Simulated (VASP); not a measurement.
# PbSe (Clausthalite) (Fm-3m) in VASP: a series of runs

The runs below take PbSe (Clausthalite) through single point, with r2SCAN+D3(BJ), PBEsol, PBE, PBEsol+D3(BJ).

Program: VASP 6.6.1. These are calculated values, not measurements. Logs are shortened: lines on timing, memory, paths and dates and some standing lists are left out, and cuts for length are marked.

**Measured values to compare with.**

From a printed reference work, monograph, for a bulk crystal of PbSe: band gap 0.28 eV (direct) at 300 K; band gap 0.15 eV (direct) at 4.2 K.

How close the calculation comes is told below.

### 1 The cell of the first run

Symmetry: Fm-3m, No. 225, cubic system. Conventional cell: a = 6.141 Å, b = 6.141 Å, c = 6.141 Å, α = 90.00°, β = 90.00°, γ = 90.00°. Pb (site symmetry m-3m) has 6 Se at 3.07 Å within 4.0 Å. Within 4.0 Å of Se (site symmetry m-3m) lie 6 Pb at 3.07 Å.

### 2 Single point, r2SCAN+D3(BJ)

POSCAR reads:

```
PbSe
1.0
    0.0000000000      3.0703028453      3.0703028453
    3.0703028453      0.0000000000      3.0703028453
    3.0703028453      3.0703028453      0.0000000000
Pb Se
1 1
Direct
    0.0000000000      0.0000000000      0.0000000000
    0.5000000000      0.5000000000      0.5000000000
```

INCAR.step1 reads:

```
SYSTEM = PbSe
PREC     = Accurate       ! precision mode
ENCUT    = 520            ! plane-wave cutoff, eV
ISMEAR   = -1             ! smearing method
SIGMA    = 0.05           ! smearing width, eV
LREAL    = .False.        ! projectors in reciprocal space
LASPH    = .True.         ! aspherical terms in the spheres
NELM     = 60             ! most SCF steps
NBANDS   = 17             ! bands
GGA      = PE             ! functional
ALGO     = Normal         ! electronic algorithm
EDIFF    = 1E-4           ! SCF threshold, eV
LWAVE    = .True.         ! write WAVECAR
LCHARG   = .False.        ! write CHGCAR
```

INCAR.step2 reads:

```
SYSTEM = PbSe
PREC     = Accurate       ! precision mode
ENCUT    = 520            ! plane-wave cutoff, eV
EDIFF    = 1E-6           ! SCF threshold, eV
ISMEAR   = -1             ! smearing method
SIGMA    = 0.05           ! smearing width, eV
LREAL    = .False.        ! projectors in reciprocal space
LASPH    = .True.         ! aspherical terms in the spheres
NELM     = 60             ! most SCF steps
ALGO     = Normal         ! electronic algorithm
ISIF     = 2              ! what is computed and relaxed
LWAVE    = .False.        ! write WAVECAR
LCHARG   = .False.        ! write CHGCAR
METAGGA  = R2SCAN         ! meta-GGA
LMIXTAU  = .True.       
IVDW     = 12             ! dispersion correction
VDW_S6   = 1.0          
VDW_S8   = 0.78981345   
VDW_A1   = 0.49484001   
VDW_A2   = 5.73083694   
NBANDS   = 17             ! bands
ISTART   = 1
```

KPOINTS reads:

```
regular mesh
0
Gamma
  8 8 8
  0 0 0
```

Potentials or basis: VASP PAW PBE potentials, release 64 (Pb_d, Se).

Started as:

```console
$ cat potpaw_PBE.64/Pb_d/POTCAR potpaw_PBE.64/Se/POTCAR > POTCAR
$ cp INCAR.step1 INCAR
$ mpirun -np 1 vasp_std > vasp.out
$ cp INCAR.step2 INCAR
$ mpirun -np 1 vasp_std > vasp.out
```

OUTCAR:

```text
SYSTEM = PbSe
   PREC = Accurate
   ENCUT = 520
   EDIFF = 1E-6
   ISMEAR = -1
   LREAL = .False.
   LASPH = .True.
   NELM = 60
   ISIF = 2
   METAGGA = R2SCAN
   IVDW = 12
   ISTART = 1
 IVDW          = 12

 ion  position               nearest neighbor table
   1  0.000  0.000  0.000-   2 3.07   2 3.07   2 3.07   2 3.07   2 3.07   2 3.07
   2  0.500  0.500  0.500-   1 3.07   1 3.07   1 3.07   1 3.07   1 3.07   1 3.07

  LATTYP: Found a face centered cubic cell.
 ALAT       =     6.1406056906

  Lattice vectors:

 A1 = (   0.0000000000,   3.0703028453,   3.0703028453)
 A2 = (   3.0703028453,   0.0000000000,   3.0703028453)
 A3 = (   3.0703028453,   3.0703028453,   0.0000000000)

Analysis of symmetry for initial positions (statically):
=====================================================================
 Subroutine PRICEL returns:
 Original cell was already a primitive cell.

 Routine SETGRP: Setting up the symmetry group for a
 face centered cubic supercell.

 Subroutine GETGRP returns: Found 48 space group operations
 (whereof 48 operations were pure point group operations)
 out of a pool of 48 trial point group operations.

The static configuration has the point symmetry O_h .

Analysis of symmetry for dynamics (positions and initial velocities):
=====================================================================
 Subroutine PRICEL returns:
 Original cell was already a primitive cell.

 Routine SETGRP: Setting up the symmetry group for a
 face centered cubic supercell.

 Subroutine GETGRP returns: Found 48 space group operations
 (whereof 48 operations were pure point group operations)
 out of a pool of 48 trial point group operations.

The dynamic configuration has the point symmetry O_h .

 Subroutine INISYM returns: Found 48 space group operations
 (whereof 48 operations are pure point group operations),
 and found     1 'primitive' translations

----------------------------------------------------------------------------------------

                                     Primitive cell

  volume of cell :      57.8860

  direct lattice vectors                    reciprocal lattice vectors
     0.000000000  3.070302845  3.070302845    -0.162850385  0.162850385  0.162850385
     3.070302845  0.000000000  3.070302845     0.162850385 -0.162850385  0.162850385
     3.070302845  3.070302845  0.000000000     0.162850385  0.162850385 -0.162850385

  length of vectors
     4.342063924  4.342063924  4.342063924     0.282065141  0.282065141  0.282065141

  position of ions in fractional coordinates (direct lattice)
     0.000000000  0.000000000  0.000000000
     0.500000000  0.500000000  0.500000000

  ion indices of the primitive-cell ions
   primitive index   ion index
                 1           1
                 2           2

----------------------------------------------------------------------------------------

 KPOINTS: regular mesh

Automatic generation of k-mesh.
 Grid dimensions read from file:
 generate k-points for:    8    8    8

 Generating k-lattice:

  Cartesian coordinates                     Fractional coordinates (reciprocal lattice)
    -0.020356298  0.020356298  0.020356298     0.125000000  0.000000000  0.000000000
     0.020356298 -0.020356298  0.020356298     0.000000000  0.125000000  0.000000000
     0.020356298  0.020356298 -0.020356298     0.000000000  0.000000000  0.125000000

  Length of vectors
     0.035258143  0.035258143  0.035258143

  Shift w.r.t. Gamma in fractional coordinates (k-lattice)
     0.000000000  0.000000000  0.000000000

 Subroutine IBZKPT returns following result:
 ===========================================

 Found     29 irreducible k-points:

 Following reciprocal coordinates:
            Coordinates               Weight
  0.000000  0.000000  0.000000      1.000000
  0.125000  0.000000  0.000000      8.000000
  0.250000  0.000000  0.000000      8.000000
  0.375000  0.000000  0.000000      8.000000
  0.500000  0.000000  0.000000      4.000000
  0.125000  0.125000  0.000000      6.000000
[... 16 lines left out ...]
  0.500000  0.250000  0.125000     48.000000
 -0.375000  0.250000  0.125000     24.000000
 [... further k-points ...]
   k-points           NKPTS =     29   k-points in BZ     NKDIM =     29   number of bands    NBANDS=     17
   number of dos      NEDOS =    301   number of ions     NIONS =      2
   total plane-waves  NPLWV =  32768
   dimension x,y,z NGX =    32 NGY =   32 NGZ =   32
   dimension x,y,z NGXF=    64 NGYF=   64 NGZF=   64
   ions per type =               1   1
   NGX,Y,Z   is equivalent  to a cutoff of  12.25, 12.25, 12.25 a.u.
   NGXF,Y,Z  is equivalent  to a cutoff of  24.50, 24.50, 24.50 a.u.
 SYSTEM =  PbSe
   PREC   = accura    normal or accurate (medium, high low for compatibility)
   ISTART =      1    job   : 0-new  1-cont  2-samecut
   ICHARG =      0    charge: 1-file 2-atom 10-const
   ISPIN  =      1    spin polarized calculation?
   LNONCOLLINEAR =      F non collinear calculations
   LSORBIT =      F    spin-orbit coupling
   LASPH  =      T    aspherical Exc in radial PAW
   ENCUT  =  520.0 eV  38.22 Ry    6.18 a.u.   8.07  8.07  8.07*2*pi/ulx,y,z
   NELM   =     60;   NELMIN=  2; NELMDL=  0     # of ELM steps
   EDIFF  = 0.1E-05   stopping-criterion for ELM
   LREAL  =      F    real-space projection
   EDIFFG = 0.1E-04   stopping-criterion for IOM
   NSW    =      0    number of steps for IOM
   IBRION =     -1    ionic relax: 0-MD 1-quasi-New 2-CG
   NFREE  =      0    steps in history (QN), initial steepest desc. (CG)
   ISIF   =      2    stress and relaxation
   ISYM   =      2    0-nonsym 1-usesym 2-fastsym
   POTIM  = 0.5000    time-step for ionic-motion
   TEBEG  =    0.0;   TEEND  =   0.0 temperature during run
   PSTRESS=    0.0 pullay stress
   NELECT =      20.0000    total number of electrons
   NUPDOWN=      -1.0000    fix difference up-down
   EMIN   =  10.00;   EMAX   =-10.00  energy-range for DOS
   EFERMI =   0.00;   METHOD = LEGACY
   ISMEAR =    -1;   SIGMA  =   0.05  broadening in eV -4-tet -1-fermi 0-gaus
   EFERMI_NEDOS =   21; number of points for ismear=-14 and -15
   IALGO  =     38    algorithm
   IMIX   =      4    mixing-type and parameters
     AMIX     =   0.40;   BMIX     =  1.00
     AMIX_MAG =   1.60;   BMIX_MAG =  1.00
  volume/ion in A,a.u.               =      28.94       195.32
  Fermi-wavevector in a.u.,A,eV,Ry     =   1.148754  2.170830 17.954727  1.319635
  Thomas-Fermi vector in A             =   2.285427
   LORBIT       =      0    0 simple, 1 ext, 2 COOP (PROOUT), +10 PAW based schemes
   METAGGA = R2SCAN    functional components
   LHFCALC =     F    Hartree Fock is set to
   AEXX    =    0.0000 exact exchange contribution
   IVDW    =    12    specifies the selected vdW correction
   LEPSILON=     F    determine dielectric tensor
   LRPA    =     F    only Hartree local field effects (RPA)
 non-spin polarized calculation
  energy-cutoff  :      520.00
  volume of cell :       57.89
 maximum number of plane-waves:      1588
   NGX = 17   NGY = 17   NGZ = 17

 number of electron      19.9999997 magnetization

 Free energy of the ion-electron system (eV)
  ---------------------------------------------------
  ext. energy  EPLUGINS =         0.00000000
  ---------------------------------------------------
  free energy    TOTEN  =       -71.93590342 eV

  energy without entropy =      -71.93587889  energy(sigma->0) =      -71.93589115

 E-fermi :   5.0999     XC(G=0): -10.0212

 val. band max:        4.7940723575   @ k =   0.5000   0.0000   0.0000
 cond. band min:       5.4055953717   @ k =   0.5000   0.0000   0.0000
 fundamental gap:      0.6115230142
 Fermi energy:         5.0998547950

 k-point     1 :       0.0000    0.0000    0.0000
  band No.  band energies     occupation
      1     -12.6519      2.00000
      2     -12.6519      2.00000
      3     -12.6519      2.00000
      4     -12.6482      2.00000
      5     -12.6482      2.00000
      6      -9.2676      2.00000
[... 9 lines left out ...]
     16      11.7775      0.00000
     17      13.4572      0.00000

 k-point     2 :       0.1250    0.0000    0.0000
  band No.  band energies     occupation
      1     -12.6529      2.00000
      2     -12.6529      2.00000
      3     -12.6514      2.00000
      4     -12.6464      2.00000
      5     -12.6464      2.00000
      6      -9.1470      2.00000
[... 9 lines left out ...]
     16      12.1276      0.00000
     17      14.6075      0.00000

 k-point     3 :       0.2500    0.0000    0.0000
  band No.  band energies     occupation
      1     -12.6617      2.00000
      2     -12.6617      2.00000
      3     -12.6502      2.00000
      4     -12.6355      2.00000
      5     -12.6355      2.00000
      6      -8.8167      2.00000
[... 9 lines left out ...]
     16      13.0166      0.00000
     17      16.5587      0.00000

 k-point     4 :       0.3750    0.0000    0.0000
  band No.  band energies     occupation
      1     -12.6706      2.00000
      2     -12.6706      2.00000
      3     -12.6493      2.00000
      4     -12.6243      2.00000
      5     -12.6243      2.00000
      6      -8.4020      2.00000
[... 9 lines left out ...]
     16      14.3463      0.00000
     17      16.8022      0.00000
[... 343 lines left out ...]
      1     -12.6902      2.00000
      2     -12.6541      2.00000
      3     -12.6521      2.00000
      4     -12.6316      2.00000
      5     -12.6272      2.00000
      6      -8.5335      2.00000
[... 9 lines left out ...]
     16      14.8769      0.00000
     17      15.3551      0.00000

 k-point    23 :       0.5000    0.2500    0.1250
  band No.  band energies     occupation
      1     -12.7035      2.00000
      2     -12.6585      2.00000
      3     -12.6478      2.00000
      4     -12.6287      2.00000
      5     -12.6212      2.00000
      6      -8.1680      2.00000
[... 9 lines left out ...]
     16      15.2794      0.00000
     17      16.4565      0.00000

 k-point    24 :      -0.3750    0.2500    0.1250
  band No.  band energies     occupation
      1     -12.7083      2.00000
      2     -12.6617      2.00000
      3     -12.6415      2.00000
      4     -12.6321      2.00000
      5     -12.6177      2.00000
      6      -7.9900      2.00000
[... 9 lines left out ...]
     16      16.1836      0.00000
     17      16.3812      0.00000

 [... further k-points ...]

------------------------ aborting loop because EDIFF is reached ----------------------------------------

 Edisp (eV)   -0.34363

 E8    (eV) :    -0.1268

  FORCE on cell =-STRESS in cart. coord.  units (eV):
  Direction    XX          YY          ZZ          XY          YZ          ZX
  --------------------------------------------------------------------------------------
  -------------------------------------------------------------------------------------
  Total       0.00653     0.00653     0.00653     0.00000     0.00000    -0.00000
  in kB       0.18078     0.18078     0.18078     0.00000     0.00000    -0.00000
  external pressure =        0.18 kB  Pullay stress =        0.00 kB

 VOLUME and BASIS-vectors are now :
 -----------------------------------------------------------------------------
  energy-cutoff  :      520.00
  volume of cell :       57.89
      direct lattice vectors                 reciprocal lattice vectors
     0.000000000  3.070302845  3.070302845    -0.162850385  0.162850385  0.162850385
     3.070302845  0.000000000  3.070302845     0.162850385 -0.162850385  0.162850385
     3.070302845  3.070302845  0.000000000     0.162850385  0.162850385 -0.162850385

 POSITION                                       TOTAL-FORCE (eV/Angst)
 -----------------------------------------------------------------------------------
      0.00000      0.00000      0.00000         0.000000      0.000000     -0.000000
      3.07030      3.07030      3.07030         0.000000      0.000000      0.000000
 -----------------------------------------------------------------------------------
    total drift:                                0.000000     -0.000000     -0.000000

  FREE ENERGIE OF THE ION-ELECTRON SYSTEM (eV)
  ---------------------------------------------------
  free  energy   TOTEN  =       -72.2795288242 eV

  energy  without entropy=      -72.2795042903  energy(sigma->0) =      -72.27951656
```

Wall time 56 s (1 thread of Intel Xeon Platinum 8375C at 2.90GHz (Ice Lake), shared host); peak memory 0.2 GiB.

Results:

```
Free energy                : -72.2795 eV
Pressure                   : 0.0 GPa
Band gap on the k mesh     : 0.61 eV, direct
Dispersion energy per atom : -0.172 eV
```

Caveat: the PAW data sets were made with another functional, which shifts forces and pressure a little; spin-orbit coupling is left out, which moves the levels of the heavy elements.

[end of part 1 of 2]
